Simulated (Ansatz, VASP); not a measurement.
**AlN: VASP beside Ansatz**

File INCAR:

```
ALGO = Normal
EDIFF = 1E-7
EDIFFG = -0.02
ENCUT = 600
GGA = RE
IBRION = 2
ISIF = 3
ISMEAR = -1
LASPH = T
LCHARG = F
LREAL = F
LWAVE = F
NELM = 100
NSW = 40
PREC = Accurate
SIGMA = 0.05
```

KPOINTS

```
k-points
0
Gamma
  7 7 5
```

The input POSCAR:

```
AlN
1.0
    3.1130000000      0.0000000000      0.0000000000
   -1.5565000000      2.6959370820      0.0000000000
    0.0000000000      0.0000000000      4.9810000000
Al N
2 2
Direct
    0.6666666667      0.3333333333      0.5000000000
    0.3333333333      0.6666666667      0.0000000000
    0.6666666667      0.3333333333      0.8800000000
    0.3333333333      0.6666666667      0.3800000000
```

The input input.yaml:

```yaml
crystal:
  lattice:
    - [3.113, 0.0, 0.0]
    - [-1.5565, 2.695937082, 0.0]
    - [0.0, 0.0, 4.981]
  atoms:
    - { symbol: Al, position: [0.6666666667, 0.3333333333, 0.5] }
    - { symbol: Al, position: [0.3333333333, 0.6666666667, 0.0] }
    - { symbol: "N", position: [0.6666666667, 0.3333333333, 0.88] }
    - { symbol: "N", position: [0.3333333333, 0.6666666667, 0.38] }
hamiltonian:
  xc: revpbe
  pseudopotentials: { kind: paw }
kpoints:
  mp_grid: { grid: [7, 7, 5] }
scf:
  occupations: { method: fermi_dirac, width: 0.05 }
output:
  forces: true
  stress: true
  eigenvalues: true
relax:
  f_tol: 0.01
  max_steps: 40
  cell: { stress_tol: 0.05 }
```

Alike in both runs: task relaxation of cell and atoms; functional revPBE; k mesh 7 × 7 × 5; occupations fermi-dirac, width 0.05 eV; no spin polarisation.

|  | VASP | Ansatz |
| --- | --- | --- |
| version | VASP 6.6.1 | Ansatz 0.2.0 |
| potentials or method | VASP PAW PBE potentials, release 64 (Al, N) | Ansatz PAW |
| plane-wave cutoff (eV) | 600 | 420 |
| valence electrons in the cell | 16 | 16 |

Ansatz gave:

| Item | Value |
| --- | --- |
| gap on the k mesh at the Fermi level, each at its own relaxed structure (eV) | 3.94 |
| relaxed volume (Å³/atom) | 10.79 |
| relaxed cell length with the largest relative difference (Å) | 3.145 |
| energy change over the relaxation (meV/atom) | -7 |

Estimate VASP's values.

gap on the k mesh at the Fermi level, each at its own relaxed structure (eV): 3.99; relaxed volume (Å³/atom): 10.76; relaxed cell length with the largest relative difference (Å): 3.141; energy change over the relaxation (meV/atom): -6.

Caveats: the PAW data sets were made with another functional, which shifts forces and pressure a little (VASP); odd divisions of the mesh miss points on the zone boundary, where band edges often lie, so the gap on the mesh can be too wide (Ansatz); the plane-wave basis is chosen anew once the cell has moved, so the energies of steps on either side of that aren't comparable (Ansatz); the pressure holds a Pulay correction of +0.4 GPa for the finite cutoff (Ansatz); the PAW data sets come from PBE, with cores solved anew for the run's functional, which leaves a small shift of forces and pressure (Ansatz). revPBE gives volumes clearly too large for solids. Zero-point motion and thermal expansion aren't in these numbers.
